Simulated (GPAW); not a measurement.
GaP, 2 atoms in the cell. Symmetry: F-43m, No. 216, cubic system. Conventional cell: a = 5.451 Å, b = 5.451 Å, c = 5.451 Å, α = 90.00°, β = 90.00°, γ = 90.00°. Ga (site symmetry -43m) has 4 P at 2.36 Å as nearest neighbours. Around P (site symmetry -43m) lie 4 Ga at 2.36 Å. 

```yaml
Program: GPAW 26.7.0
Task: single point
Functional: PBE
Potentials_or_basis: GPAW PAW data sets (gpaw-data 1.2.1)
Cutoff: 600 eV
Basis: pw
k_mesh: 8 × 8 × 8
Occupations: fermi-dirac, width 0.05 eV
Spin: no spin polarisation
Maxiter: 150
```

Potentials or basis: GPAW PAW data sets (gpaw-data 1.2.1), pw.

Command:

```bash
$ OMP_NUM_THREADS=1 python run.py
```

Hardware: 1 thread of Arm Neoverse V1, on a shared host.

Problem. How long does it take, and how much memory?

Solution. It took 11 s on 1 thread of Arm Neoverse V1 (shared host), peak memory 0.15 GiB. Counts: scf iterations 9, plane waves 1365, bands 11, k points 29.
